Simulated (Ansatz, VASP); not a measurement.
**One calculation of BaZrO3, two programs**

```xyz
5
Lattice="2.9559 1.7066 2.4136 -2.9559 1.7066 2.4136 0.0000 -3.4132 2.4136" Properties=species:S:1:pos:R:3 pbc="T T T"
Ba    0.0000    0.0000    0.0275
Zr    0.0000    0.0000    3.6481
O     0.0000    1.7067    2.4415
O    -1.4780   -0.8533    2.4415
O     1.4780   -0.8533    2.4415
```

The cell was built by a generator and needn't be a form met in nature.

Alike in both runs: functional PBEsol; k mesh 6 × 6 × 6; occupations gaussian, width 0.02 eV; no spin polarisation.

Ansatz relaxed the structure, and its values are those at the end. VASP's run is a single point on that final structure, the one shown.

|  | VASP | Ansatz |
| --- | --- | --- |
| version | VASP 6.6.1 | Ansatz 0.2.0 |
| potentials or method | VASP PAW PBE potentials, release 64 (Ba_sv, Zr_sv, O) | scalar-relativistic, plane waves, PAW |
| plane-wave cutoff (eV) | 520 | 420 |
| valence electrons in the cell | 40 | 40 |

Ansatz gave:

| Quantity | Value |
| --- | --- |
| gap on the k mesh at the Fermi level (eV) | 3.17 |
| least direct gap on the mesh (eV) | 3.36 |
| pressure (GPa) | 0.0 |

Problem. What did VASP give for the same quantities?

Solution. gap on the k mesh at the Fermi level (eV): 3.12; least direct gap on the mesh (eV): 3.33; pressure (GPa): 1.2.

Caveats: the PAW data sets were made with another functional, which shifts forces and pressure a little (VASP); spin-orbit coupling is left out, which moves the levels of the heavy elements. A k mesh can miss the band edges.
